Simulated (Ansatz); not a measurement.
## NbC: electron density at the nuclei under pressure

```yaml
crystal:
  lattice:
    - [0.00000, 2.20000, 2.20000]
    - [2.20000, 0.00000, 2.20000]
    - [2.20000, 2.20000, 0.00000]
  atoms:
    - { symbol: Nb, position: [0.00000, 0.00000, 0.00000] }
    - { symbol: C, position: [0.50000, 0.50000, 0.50000] }
```

Atom numbers follow the list: Nb1, C2.

The geometry is COD entry 1011323, unchecked; take it as a test cell. It is an old determination, and later ones may differ.

Spin polarisation is left out, and whether a magnetic state lies lower isn't shown here.

Level of theory: Ansatz 0.2.0, DFT, PBE, all-electron PAW with datasets made for the crystal, scalar-relativistic.

The runs use a Γ-centred 14×14×14 k mesh, Fermi–Dirac smearing of 0.08 eV, cutoff 340 eV (chosen by the program for this cell), no spin polarisation.

The contact density is the mean electron density over the nuclear volume; its changes follow the s electrons' response to bonding and compression. Changes below are taken from the unscaled cell, where it is 540970 e/Å³ at Nb1, 869.466 e/Å³ at C2.

Volumes at which the program chose other datasets or cutoffs are left out.

```json
{"V/V(cell)": "0.9600", "P (GPa)": "36.3", "Δρ(0) Nb1 (e/Å³)": "1.42", "Δρ(0) C2 (e/Å³)": "?"}
{"V/V(cell)": "0.9800", "P (GPa)": "27.5", "Δρ(0) Nb1 (e/Å³)": "?", "Δρ(0) C2 (e/Å³)": "0.04"}
{"V/V(cell)": "0.9900", "P (GPa)": "23.4", "Δρ(0) Nb1 (e/Å³)": "?", "Δρ(0) C2 (e/Å³)": "0.02"}
{"V/V(cell)": "1.0000", "P (GPa)": "19.5", "Δρ(0) Nb1 (e/Å³)": "0.00", "Δρ(0) C2 (e/Å³)": "0.00"}
{"V/V(cell)": "1.0100", "P (GPa)": "15.8", "Δρ(0) Nb1 (e/Å³)": "-0.34", "Δρ(0) C2 (e/Å³)": "-0.02"}
```

Give the missing entry: row "0.9800", column "Δρ(0) Nb1 (e/Å³)".

0.70.

What belongs in the row "0.9900", column "Δρ(0) Nb1 (e/Å³)"?

0.35.

Give the missing entry: row "0.9600", column "Δρ(0) C2 (e/Å³)".

0.09.

The datasets are made afresh for each cell, so very small changes are uncertain.
